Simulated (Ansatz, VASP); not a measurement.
Two plane-wave programs on TiB2

Contents of INCAR:

```
SYSTEM = TiB2
PREC = Accurate
ENCUT = 520
EDIFF = 1E-6
ISMEAR = 1
SIGMA = 0.1
LREAL = .False.
LASPH = .True.
NELM = 80
ALGO = Normal
ISIF = 2
LWAVE = .False.
LCHARG = .True.
GGA = PS
LELF = .True.
LVHAR = .True.
NBANDS = 16
```

File KPOINTS:

```
regular mesh
0
Gamma
  11 11 9
  0 0 0
```

POSCAR

```
TiB2
1.0
    3.1458206267      0.0000000000      0.0000000000
   -1.5729103133      2.7243604194      0.0000000000
    0.0000000000      0.0000000000      3.3526895917
Ti B
1 2
Direct
    0.0000000000      0.0000000000      0.0000000000
    0.3333333333      0.6666666667      0.5000000000
    0.6666666667      0.3333333333      0.5000000000
```

Input for Ansatz:

```yaml
crystal:
  lattice:
    - [3.145820626665473, 0.0, 0.0]
    - [-1.5729103133327365, 2.724360419401704, 0.0]
    - [0.0, 0.0, 3.352689591683221]
  atoms:
    - { symbol: Ti, position: [0.0, 0.0, 0.0] }
    - { symbol: B, position: [0.3333333333333333, 0.6666666666666666, 0.5] }
    - { symbol: B, position: [0.6666666666666666, 0.3333333333333333, 0.5] }
basis:
  ecutwfc: 517.016338673772
kpoints:
  mp_grid:
    grid: [11, 11, 9]
hamiltonian:
  xc: pbesol
scf:
  convergence:
    dr2_threshold: 1.0e-10
  occupations:
    method: methfessel_paxton
output:
  stress: true
```

Alike in both runs: task single point; functional PBEsol; k mesh 11 × 11 × 9; no spin polarisation.

|  | VASP | Ansatz |
| --- | --- | --- |
| version | VASP 6.6.1 | Ansatz 0.2.0 |
| potentials or method | VASP PAW PBE potentials, release 64 (Ti_sv, B) | plane waves, PAW |
| plane-wave cutoff (eV) | 520 | 517 |
| occupations | methfessel-paxton of order 1, width 0.1 eV | methfessel-paxton of order 1 |
| valence electrons in the cell | 18 | 18 |

|  | VASP | Ansatz | Ansatz less VASP |
| --- | --- | --- | --- |
| pressure (GPa) | -27.3 | -27.6 | -0.31 |
| largest component of the traceless stress (GPa) | 1.94 | 2.00 | +0.065 |

Caveats: so large a pressure means that the cell lies far from this level's equilibrium, or that cutoff or potentials fall short (VASP); the potentials were made for another functional, which shifts forces and pressure (VASP).
